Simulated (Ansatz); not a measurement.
Crystal: MgSi.

```
Si Mg
1.0
     2.90839    0.00000    0.00000
     0.00000    2.90839    0.00000
     0.00000    0.00000    4.10343
Si Mg
1 1
Direct
  0.50000 0.50000 0.50000
  0.00000 0.00000 0.00000
```

The cell comes from a database or a generator and needn't be the stable form of this composition.

Base run:

```yaml
Program: Ansatz 0.2.0
Functional: LDA
Potentials_or_basis: Ansatz PAW
Cutoff: "420 eV (not typed: the program's choice for these potentials)"
k_mesh: 9 × 9 × 7
Occupations: fermi-dirac, width 0.05 eV
Spin: no spin polarisation
```

Its results: band gap on the k mesh none (metal or under the smearing width); pressure -3.2 GPa.

Task: The run is repeated on the same cell with these changes: functional from LDA to r2SCAN; cutoff from 420 eV (not typed: the program's choice for these potentials) to 500 eV (not typed: the program's choice for these potentials). What comes out?

Result: Band gap on the k mesh none (metal or under the smearing width); pressure -1.2 GPa.

Caveats: the PAW data sets come from PBE, with cores solved anew for the run's functional, which leaves a small shift of forces and pressure.
